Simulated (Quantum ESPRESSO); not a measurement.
# CoO (Pm-3m) in Quantum ESPRESSO: further runs, part 2 of 5

Quantum ESPRESSO 7.5. Earlier steps stand in the parts before.

### Step 3. Phonons, PBE, collinear spin, ferromagnetic start

Contents of pw.in:

```
&CONTROL
  calculation = 'scf'
  prefix = 'pwscf'
  outdir = './tmp'
  pseudo_dir = './pseudo'
  tprnfor = .true.
  tstress = .true.
  disk_io = 'low'
/
&SYSTEM
  ibrav = 0
  A = 2.57052631
  nat = 2
  ntyp = 2
  ecutwfc = 96
  nbnd = 21
  occupations = 'smearing'
  smearing = 'fd'
  degauss = 0.00367493
  nspin = 2
  starting_magnetization(1) = 0.1176
  starting_magnetization(2) = 0
/
&ELECTRONS
  conv_thr = 4d-10
  electron_maxstep = 120
  mixing_beta = 0.3
/
ATOMIC_SPECIES
Co    58.9332 Co.upf
O     15.9990 O.upf
CELL_PARAMETERS alat
   1.0000000000    0.0000000000    0.0000000000
   0.0000000000    1.0000000000    0.0000000000
   0.0000000000    0.0000000000    1.0000000000
ATOMIC_POSITIONS alat
Co     0.0000000000    0.0000000000    0.0000000000
O      0.5000000000    0.5000000000    0.5000000000
K_POINTS automatic
6 6 6 1 1 1
```

Contents of relax.in:

```
&CONTROL
  calculation = 'vc-relax'
  prefix = 'pwscf'
  outdir = './tmp'
  pseudo_dir = './pseudo'
  tprnfor = .true.
  tstress = .true.
  disk_io = 'low'
  nstep = 40
  forc_conv_thr = 0.0001
  etot_conv_thr = 1d-06
/
&SYSTEM
  ibrav = 0
  A = 2.57052631
  nat = 2
  ntyp = 2
  ecutwfc = 96
  nbnd = 21
  occupations = 'smearing'
  smearing = 'fd'
  degauss = 0.00367493
  nspin = 2
  starting_magnetization(1) = 0.1176
  starting_magnetization(2) = 0
/
&ELECTRONS
  conv_thr = 4d-10
  electron_maxstep = 120
  mixing_beta = 0.3
/
&IONS
  ion_dynamics = 'bfgs'
/
&CELL
  cell_dynamics = 'bfgs'
  press = 0
  press_conv_thr = 0.2
/
ATOMIC_SPECIES
Co    58.9332 Co.upf
O     15.9990 O.upf
CELL_PARAMETERS alat
   1.0000000000    0.0000000000    0.0000000000
   0.0000000000    1.0000000000    0.0000000000
   0.0000000000    0.0000000000    1.0000000000
ATOMIC_POSITIONS alat
Co     0.0000000000    0.0000000000    0.0000000000
O      0.5000000000    0.5000000000    0.5000000000
K_POINTS automatic
6 6 6 1 1 1
```

Contents of scf2.in:

```
&CONTROL
  calculation = 'scf'
  prefix = 'pwscf'
  outdir = './tmp'
  pseudo_dir = './pseudo'
  tprnfor = .true.
  tstress = .true.
  disk_io = 'low'
/
&SYSTEM
  ibrav = 0
  A = 2.61070117
  nat = 2
  ntyp = 2
  ecutwfc = 96
  nbnd = 21
  occupations = 'smearing'
  smearing = 'fd'
  degauss = 0.00367493
  nspin = 2
  starting_magnetization(1) = 0.1176
  starting_magnetization(2) = 0
/
&ELECTRONS
  conv_thr = 1d-13
  electron_maxstep = 120
  mixing_beta = 0.3
  startingpot = 'file'
  startingwfc = 'file'
/
ATOMIC_SPECIES
Co    58.9332 Co.upf
O     15.9990 O.upf
CELL_PARAMETERS alat
   0.9999999986    0.0000000000    0.0000000000
   0.0000000000    0.9999999986    0.0000000000
   0.0000000000    0.0000000000    0.9999999986
ATOMIC_POSITIONS alat
Co     0.0000000000    0.0000000000    0.0000000000
O      0.4999999993    0.4999999993    0.4999999993
K_POINTS automatic
6 6 6 1 1 1
```

Contents of ph.in:

```
phonons of CoO
&INPUTPH
  prefix = 'pwscf'
  outdir = './tmp'
  tr2_ph = 1d-16
  fildyn = 'dyn'
  niter_ph = 60
  alpha_mix(1) = 0.4
/
0.0000000000 0.0000000000 0.0000000000
```

Contents of dynmat.in:

```
&INPUT
  fildyn = 'dyn'
  asr = 'crystal'
  filout = 'dynmat.disp'
  fileig = 'dynmat.eig'
/
```

Potentials or basis: PseudoDojo 0.4.1 SR PBE standard.

Started as:

```bash
> OMP_NUM_THREADS=1 pw.x -in pw.in > pw.out
> OMP_NUM_THREADS=1 pw.x -in relax.in > relax.out
> OMP_NUM_THREADS=1 pw.x -in scf2.in > scf2.out
> OMP_NUM_THREADS=1 ph.x -in ph.in > ph.out
> OMP_NUM_THREADS=1 dynmat.x -in dynmat.in > dynmat.out
```

pw.out:

```text
This program is part of the open-source Quantum ESPRESSO suite
     for quantum simulation of materials; please cite
[... 9 lines left out ...]
     --------------------
     sticks:   dense  smooth     PW     G-vecs:    dense   smooth      PW
     Sum         725     725    221                14531    14531    2373

     Using Slab Decomposition

     bravais-lattice index     =            0
     lattice parameter (alat)  =       4.8576  a.u.
     unit-cell volume          =     114.6206 (a.u.)^3
     number of atoms/cell      =            2
     number of atomic types    =            2
     number of electrons       =        23.00
     number of Kohn-Sham states=           21
     kinetic-energy cutoff     =      96.0000  Ry
     charge density cutoff     =     384.0000  Ry
     scf convergence threshold =      4.0E-10
     mixing beta               =       0.3000
     number of iterations used =            8  plain     mixing
     Exchange-correlation= PBE
                           (   1   4   3   4   0   0   0)

     celldm(1)=   4.857591  celldm(2)=   0.000000  celldm(3)=   0.000000
     celldm(4)=   0.000000  celldm(5)=   0.000000  celldm(6)=   0.000000

     crystal axes: (cart. coord. in units of alat)
               a(1) = (   1.000000   0.000000   0.000000 )
               a(2) = (   0.000000   1.000000   0.000000 )
               a(3) = (   0.000000   0.000000   1.000000 )

     reciprocal axes: (cart. coord. in units 2 pi/alat)
               b(1) = (  1.000000  0.000000  0.000000 )
               b(2) = (  0.000000  1.000000  0.000000 )
               b(3) = (  0.000000  0.000000  1.000000 )

     PseudoPot. # 1 for Co read from file:
     Co.upf
[... 195 lines left out ...]
     atom   1 (R=0.357)  charge= 14.8594  magn=  2.4806
     atom   2 (R=0.357)  charge=  5.9421  magn=  0.4874

     End of self-consistent calculation

 ------ SPIN UP ------------

          k = 0.0833 0.0833 0.0833 (  1830 PWs)   bands (ev):

   -80.3652 -43.6741 -43.6733 -43.6733  -4.0799  11.7495  11.7495  12.1525
    13.2657  13.2657  14.3514  14.3514  14.4090  18.9048  31.7739  31.7739
    36.0158  38.0154  38.0154  45.2655  45.2655
[... 51 lines left out ...]
   -80.3353 -43.7549 -43.7542 -43.7542  -1.3881   8.9957   8.9957   9.3275
    14.6450  14.6450  15.2746  16.0206  16.0206  23.3332  24.3666  24.3666
    33.6583  38.5661  38.5661  38.5736  53.1978

 ------ SPIN DOWN ----------

          k = 0.0833 0.0833 0.0833 (  1830 PWs)   bands (ev):

   -77.8043 -40.9581 -40.9571 -40.9571  -3.3627  13.1698  13.1801  13.1801
    14.8950  14.8950  17.1288  17.1288  17.2093  19.6815  32.3845  32.3845
    36.6931  38.6171  38.6171  45.5909  45.5909
[... 51 lines left out ...]
   -77.7719 -41.0479 -41.0471 -41.0471  -0.4873  10.1827  10.1827  10.4403
    16.9925  16.9925  17.7318  18.5359  18.5359  23.8334  24.7579  24.7579
    34.6151  39.3125  39.3125  39.3508  53.7211

     the Fermi energy is    16.6135 ev

!    total energy              =    -339.01767064 Ry
     estimated scf accuracy    <          2.1E-10 Ry
     smearing contrib. (-TS)   =      -0.00097040 Ry
     internal energy E=F+TS    =    -339.01670025 Ry

     The total energy is F=E-TS. E is the sum of the following terms:
     one-electron contribution =    -135.29498965 Ry
     hartree contribution      =      84.28743595 Ry
     xc contribution           =     -64.49986369 Ry
     ewald contribution        =    -223.50928286 Ry

     total magnetization       =     3.00 Bohr mag/cell
     absolute magnetization    =     3.04 Bohr mag/cell

     convergence has been achieved in  13 iterations

     Forces acting on atoms (cartesian axes, Ry/au):

     atom    1 type  1   force =     0.00000000    0.00000000    0.00000000
     atom    2 type  2   force =     0.00000000    0.00000000    0.00000000

     Total force =     0.000000     Total SCF correction =     0.000000

     Computing stress (Cartesian axis) and pressure

          total   stress  (Ry/bohr**3)                   (kbar)     P=      105.50
   0.00071720   0.00000000   0.00000000          105.50        0.00        0.00
   0.00000000   0.00071720   0.00000000            0.00      105.50        0.00
   0.00000000   0.00000000   0.00071720            0.00        0.00      105.50

=------------------------------------------------------------------------------=
   JOB DONE.
=------------------------------------------------------------------------------=
```

scf2.out:

```text
This program is part of the open-source Quantum ESPRESSO suite
     for quantum simulation of materials; please cite
[... 9 lines left out ...]
     --------------------
     sticks:   dense  smooth     PW     G-vecs:    dense   smooth      PW
     Sum         749     749    221                15275    15275    2517
[... 274 lines left out ...]
   0.00000622   0.00000000   0.00000000            0.92        0.00        0.00
   0.00000000   0.00000622   0.00000000            0.00        0.92        0.00
   0.00000000   0.00000000   0.00000622            0.00        0.00        0.92

=------------------------------------------------------------------------------=
   JOB DONE.
=------------------------------------------------------------------------------=
```

It took 4.6 min on 1 thread of Arm Neoverse N1, shared host; peak memory 0.07 GiB.

What came out:

| Property | Result |
| --- | --- |
| Free energy | -4612.5965 eV |
| Relaxed volume | 8.90 Å³/atom |
| Relaxed cell | a = 2.611 Å, b = 2.611 Å, c = 2.611 Å, α = 90.00°, β = 90.00°, γ = 90.00° |
| Space group after relaxing (to 0.05 Å) | Pm-3m (No. 221) |
| Pressure after relaxing | 0.1 GPa |
| Band gap on the k mesh | none (metal or under the smearing width) |
| Net moment | 3.00 μB per cell |
| Absolute moment | 3.04 μB per cell |
| Site moments | Co +2.48; O +0.48 μB |
| Valence electrons inside the program's atomic spheres | Co 14.86; O 5.94 |
| Highest phonon frequency at Γ | 6 cm⁻¹ |
| Most unstable mode | 106i cm⁻¹ |

The path:
```csv
step,energy change (eV),largest force (eV/Å),pressure (GPa),volume (Å³)
1,0.0000,0.0000,10.55,16.99
2,-0.0251,0.0000,-1.39,17.92
3,-0.0256,0.0000,-0.09,17.80
4,-0.0256,0.0000,0.00,17.79
```

Final structure:
```
Co O
1.0
     2.61070    0.00000    0.00000
     0.00000    2.61070    0.00000
     0.00000    0.00000    2.61070
Co O
1 1
Direct
  0.00000 0.00000 0.00000
  0.50000 0.50000 0.50000
```

Levels at points of the mesh, in eV from the Fermi level:
Spin up:
| k point | band 10 | band 11 | band 12 | band 13 | band 14 | band 15 | band 16 | band 17 |
| --- | --- | --- | --- | --- | --- | --- | --- | --- |
| (0.08, 0.08, 0.08) | -3.25 | -2.24 | -2.24 | -2.24 | 1.97 | 14.81 | 14.81 | 18.73 |
Spin down:
```tsv
k point	band 6	band 7	band 8	band 9	band 10	band 11	band 12	band 13	band 14	band 15
(0.08, 0.08, 0.08)	-3.30	-3.21	-3.21	-1.60	-1.60	0.50	0.50	0.55	2.74	15.40
```

Phonon frequencies in cm⁻¹ (negative: imaginary):
```tsv
q point	frequencies
(0.000, 0.000, 0.000)	-106 -106 -106 6 6 6
```

Optical modes at Γ, degenerate ones joined:
| cm⁻¹ | components | symmetry | active in |
| --- | --- | --- | --- |
| 107i | 3 | T1u | IR |

Caveat: the k mesh is coarse (spacing up to 0.41 Å⁻¹), so the values aren't converged; the mesh is thin for the phonons of a metal; some modes are imaginary; a cell with one magnetic atom can't hold antiferromagnetic order, which such compounds often take; semilocal functionals often make such compounds metallic where correlation or magnetic order opens a gap, which also shifts bond lengths.

(Continued in part 3 of 5.)
